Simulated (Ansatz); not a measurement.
# MgF2 (Sellaite): the cost of one run

Code: Ansatz 0.2.0. PAW datasets, plane waves. Spin-unpolarised throughout; all numbers are computed.

## 1. Starting point

The cell was relaxed beforehand with r2SCAN.

Space group P4_2/mnm (No. 136), tetragonal; a = 4.622 Å, c = 3.046 Å in the conventional setting, 10.85 Å³ an atom. Around Mg lie 6 F at 1.98–1.99 Å; around F lie 3 Mg at 1.98–1.99 Å.

The structure in full:

```
CELL_PARAMETERS angstrom
4.62202 0.00000 0.00000
0.00000 4.62202 0.00000
0.00000 0.00000 3.04611
ATOMIC_POSITIONS crystal
Mg 0.00000 0.00000 0.00000
Mg 0.50000 0.50000 0.50000
F 0.30295 0.30295 0.00000
F 0.19705 0.80295 0.50000
F 0.69705 0.69705 0.00000
F 0.80295 0.19705 0.50000
```

## 2. PBE band path

input.yaml reads:

```yaml
crystal:
  lattice:
    - [4.6220165262, 0.0, 0.0]
    - [0.0, 4.6220165262, 0.0]
    - [0.0, 0.0, 3.0461144335]
  atoms:
    - { symbol: Mg, position: [0.0, 0.0, 0.0] }
    - { symbol: Mg, position: [0.5, 0.5, 0.5] }
    - { symbol: F, position: [0.3029508178, 0.3029508178, 0.0] }
    - { symbol: F, position: [0.1970491822, 0.8029508178, 0.5] }
    - { symbol: F, position: [0.6970491822, 0.6970491822, 0.0] }
    - { symbol: F, position: [0.8029508178, 0.1970491822, 0.5] }
kpoints:
  mp_grid: { grid: [6, 6, 8] }
  band_path:
    path:
      - [[0.0, 0.0, 0.0], [-3.321640918569e-51, 0.5, 0.0], [0.5, 0.5, 0.0], [0.0, 0.0, 0.0], [0.0, 0.0, 0.5], [-3.321640918569e-51, 0.5, 0.5], [0.5, 0.5, 0.5], [0.0, 0.0, 0.5]]
      - [[-3.321640918569e-51, 0.5, 0.0], [-3.321640918569e-51, 0.5, 0.5]]
      - [[0.5, 0.5, 0.0], [0.5, 0.5, 0.5]]
    npoints: 10
hamiltonian:
  xc: pbe
scf:
  occupations: { method: fermi_dirac, width: 0.02 }
  n_extra_bands: 5
output:
  forces: true
  stress: true
  eigenvalues: true
  write_density: true
  write_potential: true
  elf: true
  volumetric_format: npy
```

Command:

```bash
> ansatz run input.yaml --threads 4 --pin off --max-ram 9216MiB --backend cpu --events-out ev --progress --plain --runs-dir out
```

Q: Estimate wall time and peak memory on 4 threads of Intel Xeon at 2.70GHz, shared host.

About 4 s, with a peak of 0.42 GiB.
